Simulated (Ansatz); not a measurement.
## Crystal structures of silicon under revPBE

All numbers below come from Ansatz 0.2.0, DFT, revPBE, plane waves (420 eV) with PAW, scalar-relativistic. (PAW data from PBE, frozen cores regenerated.)

Each structure is relaxed within its own symmetry, so a high-lying one may be dynamically unstable.

```csv
structure,ΔE (meV/atom),V (Å³/atom),cell,magnetic state
diamond,0,20.74,a = 5.495 Å,spin not included
BC8,169,18.68,a = 6.686 Å,spin not included
beta-Sn type,313,15.51,"a = 4.821 Å, c = 2.670 Å (c/a = 0.554)",spin not included
simple cubic,371,16.36,a = 2.539 Å,spin not included
omega (AlB2-type),523,14.95,"a = 4.489 Å, c = 2.570 Å (c/a = 0.573)",spin not included
hcp,531,14.52,"a = 2.710 Å, c = 4.567 Å (c/a = 1.685)",spin not included
bcc,544,14.75,a = 3.090 Å,spin not included
dhcp,546,14.57,"a = 2.728 Å, c = 9.048 Å (c/a = 3.317)",spin not included
fcc,558,14.57,a = 3.877 Å,spin not included
A15,615,14.99,a = 4.931 Å,spin not included
```

ΔE counts from diamond.

Differences under about 8 meV lie within the error of the k-point mesh.
